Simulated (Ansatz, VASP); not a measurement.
**Two plane-wave programs on CdF2**

```
Cd F
1.0
     0.00000    2.64883    2.64883
     2.64883    0.00000    2.64883
     2.64883    2.64883    0.00000
Cd F
1 2
Cartesian
  0.0000 0.0000 0.0000
  1.3244 1.3244 1.3244
  3.9732 3.9732 3.9732
```

Alike in both runs: functional LDA; k mesh 8 × 8 × 8; occupations gaussian, width 0.02 eV; no spin polarisation.

Ansatz relaxed the structure, and its values are those at the end. VASP's run is a single point on that final structure, the one shown.

|  | VASP | Ansatz |
| --- | --- | --- |
| version | VASP 6.6.1 | Ansatz 0.2.0 |
| potentials or method | VASP PAW LDA potentials, release 64 (Cd, F) | scalar-relativistic, plane waves, PAW |
| plane-wave cutoff (eV) | 520 | 420 |
| valence electrons in the cell | 26 | 34 |

```tsv
	VASP	Ansatz	Ansatz less VASP
gap on the k mesh at the Fermi level (eV)	2.97	2.99	+0.017
least direct gap on the mesh (eV)	3.39	3.40	+0.012
pressure (GPa)	1.3	0.0	-1.30
```

The two sets of potentials don't hold the same shells in valence.

A k mesh can miss the band edges.
